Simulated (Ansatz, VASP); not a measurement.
Ta: VASP beside Ansatz

Contents of INCAR:

```
SYSTEM = Ta
PREC     = Accurate       ! precision mode
ENCUT    = 600            ! plane-wave cutoff, eV
EDIFF    = 1E-6           ! SCF threshold, eV
ISMEAR   = 0              ! smearing method
SIGMA    = 0.1            ! smearing width, eV
LREAL    = .FALSE.        ! projectors in reciprocal space
LASPH    = .TRUE.         ! aspherical terms in the spheres
NELM     = 60             ! most SCF steps
ALGO     = Normal         ! electronic algorithm
ISIF     = 3              ! what is computed and relaxed
LWAVE    = .FALSE.        ! write WAVECAR
LCHARG   = .FALSE.        ! write CHGCAR
GGA      = PE             ! functional
IBRION   = 2              ! ionic algorithm
NSW      = 100            ! ionic steps
EDIFFG   = -0.002         ! ionic threshold
```

File KPOINTS:

```
regular mesh
0
G
  14 14 14
  0 0 0
```

The input POSCAR:

```
Ta
1.0
   -1.6549278100      1.6549278100      1.6549278100
    1.6549278100     -1.6549278100      1.6549278100
    1.6549278100      1.6549278100     -1.6549278100
Ta
1
Direct
    0.0000000000      0.0000000000      0.0000000000
```

Input for Ansatz:

```yaml
crystal:
  lattice:
    - [-1.65492781, 1.65492781, 1.65492781]
    - [1.65492781, -1.65492781, 1.65492781]
    - [1.65492781, 1.65492781, -1.65492781]
  atoms:
    - { symbol: Ta, position: [0.0, 0.0, 0.0] }
basis:
  ecutwfc: 420
kpoints:
  mp_grid: { grid: [14, 14, 14] }
hamiltonian:
  xc: pbe
  pseudopotentials: { kind: paw, azcp: { folder: soft_1 } }
scf:
  occupations: { method: gaussian, width: 0.1 }
output:
  forces: true
  stress: true
  eigenvalues: true
relax:
  adjacent_minimum: "off"
  f_tol: 0.002
  max_steps: 80
  cell: { stress_tol: 0.02 }
```

Alike in both runs: task relaxation of cell and atoms; functional PBE; k mesh 14 × 14 × 14; occupations gaussian, width 0.1 eV; no spin polarisation.

```csv
,VASP,Ansatz
version,VASP 6.6.1,Ansatz 0.2.0
potentials or method,"VASP PAW PBE potentials, release 64 (Ta_pv)","scalar-relativistic, plane waves, PAW"
plane-wave cutoff (eV),600,420
valence electrons in the cell,11,13
```

|  | VASP | Ansatz | Ansatz less VASP |
| --- | --- | --- | --- |
| gap on the k mesh at the Fermi level, each at its own relaxed structure (eV) | none | none | - |
| relaxed volume (Å³/atom) | 18.29 | 18.28 | -0.008 |
| relaxed cell length with the largest relative difference (Å) | 2.875 | 2.874 | -0.0004 |

A gap of «none» marks a metal or a gap that the smearing closes. The two sets of potentials don't hold the same shells in valence.

Spin-orbit coupling is left out, which matters for the levels of Ta.
